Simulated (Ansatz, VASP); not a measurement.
**One calculation of MgO, two programs**

File INCAR:

```
SYSTEM = MgO
PREC     = Accurate       ! precision mode
ENCUT    = 520            ! plane-wave cutoff, eV
EDIFF    = 1E-6           ! SCF threshold, eV
ISMEAR   = 0              ! smearing method
SIGMA    = 0.05           ! smearing width, eV
LREAL    = .FALSE.        ! projectors in reciprocal space
LASPH    = .TRUE.         ! aspherical terms in the spheres
NELM     = 60             ! most SCF steps
ALGO     = Normal         ! electronic algorithm
ISIF     = 2              ! what is computed and relaxed
LWAVE    = .FALSE.        ! write WAVECAR
LCHARG   = .TRUE.         ! write CHGCAR
GGA      = PE             ! functional
LELF     = .TRUE.         ! ELF
LVHAR    = .TRUE.       
NBANDS   = 11             ! bands
```

The input KPOINTS:

```
Automatic mesh
0
G
  10 10 10
  0 0 0
```

POSCAR

```
MgO
1.0
    0.0000000000      2.1351500000      2.1351500000
    2.1351500000      0.0000000000      2.1351500000
    2.1351500000      2.1351500000      0.0000000000
Mg O
1 1
Direct
    0.0000000000      0.0000000000      0.0000000000
    0.4297473245      0.4297473245      0.4709003890
```

Input for Ansatz:

```yaml
crystal:
  lattice:
    - [0.0, 2.13515, 2.13515]
    - [2.13515, 0.0, 2.13515]
    - [2.13515, 2.13515, 0.0]
  atoms:
    - { symbol: Mg, position: [0.0, 0.0, 0.0] }
    - { symbol: O, position: [0.4297473245, 0.4297473245, 0.470900389] }
basis:
  ecutwfc: 420
kpoints:
  mp_grid: { grid: [10, 10, 10] }
hamiltonian:
  xc: pbe
scf:
  occupations: { method: gaussian, width: 0.05 }
output:
  forces: true
  stress: true
  eigenvalues: true
  write_density: true
  write_potential: true
  elf: true
  volumetric_format: npy
```

Alike in both runs: task single point; functional PBE; k mesh 10 × 10 × 10; occupations gaussian, width 0.05 eV; no spin polarisation.

```csv
,VASP,Ansatz
version,VASP 6.6.1,Ansatz 0.2.0
potentials or method,"VASP PAW PBE potentials, release 64 (Mg, O)","scalar-relativistic, plane waves, PAW"
plane-wave cutoff (eV),520,420
valence electrons in the cell,8,16
```

```tsv
	VASP	Ansatz	Ansatz less VASP
gap on the k mesh at the Fermi level (eV)	4.19	4.20	+0.016
least direct gap on the mesh (eV)	4.19	4.20	+0.016
pressure (GPa)	12.1	12.6	+0.47
largest component of the traceless stress (GPa)	9.88	9.72	-0.164
rms of the force components (eV/Å)	1.165	1.149	-0.0166
```

Atom by atom the forces differ by 0.017 eV/Å (rms over components). The two sets of potentials don't hold the same shells in valence.

Caveats: forces of over 1 eV/Å show positions far from the minimum, so gaps and moduli don't describe the material at rest.
